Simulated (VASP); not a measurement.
AlRu: band structure with PBE

Crystal: AlRu.

```
CELL_PARAMETERS angstrom
2.99160 0.00000 0.00000
0.00000 2.99160 0.00000
0.00000 0.00000 2.99160
ATOMIC_POSITIONS crystal
Ru 0.50000 0.50000 0.50000
Al 0.00000 0.00000 0.00000
```

* Program: VASP 6.6.1
* Task: band structure
* Functional: PBE
* Potentials or basis: VASP PAW PBE potentials, release 64 (Ru_pv, Al)
* Cutoff: 520 eV
* k mesh: 9 × 9 × 9
* Occupations: fermi-dirac, width 0.05 eV
* Spin: no spin polarisation
* Further INCAR settings: ALGO = Normal; EDIFF = 1e-06

- Band gap along the path: none (metal or under the smearing width)

Levels at the corners of the path, in eV from the Fermi level:
| point | band 5 | band 6 | band 7 | band 8 | band 9 | band 10 | band 11 | band 12 |
| --- | --- | --- | --- | --- | --- | --- | --- | --- |
| Γ | -3.49 | -3.49 | 0.24 | 0.24 | 0.24 | 6.16 | 6.16 | 6.16 |
| X | -5.40 | -2.69 | -1.54 | -1.54 | 0.49 | 2.36 | 7.53 | 11.11 |
| X | -5.40 | -2.69 | -1.54 | -1.54 | 0.49 | 2.36 | 7.53 | 11.11 |
| M | -2.98 | -1.28 | -1.28 | -1.10 | -1.10 | 1.60 | 5.39 | 6.30 |
| M | -2.98 | -1.28 | -1.28 | -1.10 | -1.10 | 1.60 | 5.39 | 6.30 |
| Γ | -3.49 | -3.49 | 0.24 | 0.24 | 0.24 | 6.16 | 6.16 | 6.16 |
| Γ | -3.49 | -3.49 | 0.24 | 0.24 | 0.24 | 6.16 | 6.16 | 6.16 |
| R | -4.56 | -4.56 | 1.69 | 1.69 | 2.66 | 4.22 | 4.22 | 4.22 |
| R | -4.56 | -4.56 | 1.69 | 1.69 | 2.66 | 4.22 | 4.22 | 4.22 |
| X | -5.40 | -2.69 | -1.54 | -1.54 | 0.49 | 2.36 | 7.53 | 11.11 |
| M | -2.98 | -1.28 | -1.28 | -1.10 | -1.10 | 1.60 | 5.39 | 6.30 |
| R | -4.56 | -4.56 | 1.69 | 1.69 | 2.66 | 4.22 | 4.22 | 4.22 |

It took 41 s on 1 thread of AMD EPYC 7R43 64-Core Processor (Zen 3) (shared host), peak memory 0.12 GiB.

Caveat: the log is that of the step along the path at fixed density, whose energy, stress, charges and moments have no meaning.
